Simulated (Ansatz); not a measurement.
Consider the following.

Relaxed Li3N (Li3N type, space group P6/mmm):

```
CELL_PARAMETERS angstrom
      3.63435     0.00000     0.00000
     -1.81718     3.14744     0.00000
      0.00000     0.00000     3.86452
ATOMIC_POSITIONS crystal
  Li 0.00000 0.00000 0.50000
  Li 0.33333 0.66667 0.00000
  Li 0.66667 0.33333 0.00000
  N  0.00000 0.00000 0.00000
```

The atoms are displaced by Q × the pattern below (from a DFPT mode at Γ, largest move 1; Q in Å), at fixed cell.

| atom | x | y | z |
|---|---|---|---|
| Li2 | 0.000 | 0.000 | -1.000 |
| Li3 | 0.000 | 0.000 | 1.000 |

Atoms not listed stay in place.

All values below come from PBE (plane waves to 420 eV, PAW, scalar-relativistic; Ansatz, an electronic-structure program). k mesh 10×10×9 (Γ-centred), fixed occupations. Li3N was relaxed with its symmetry unable to fall. The zero of ΔE is the undisplaced structure.

The scan covers Q from -0.176 to 0.176 Å in 13 points.

### Question
Which space group does the distorted structure have?

### Answer
P-3m1 (No. 164), lowered from P6/mmm.

### Question
Is the energy the same for equal positive and negative displacements?

### Answer
Even: the same for both signs.

### Question
What is the energy change at Q = 0.176 Å?

### Answer
0.7 meV/cell.

### Question
What harmonic wavenumber does the curvature at Q = 0 give?

### Answer
66i cm⁻¹.

(For displaced atoms, the force is minus the slope of the energy, and its curvature is a force constant, which sets phonon frequencies.)
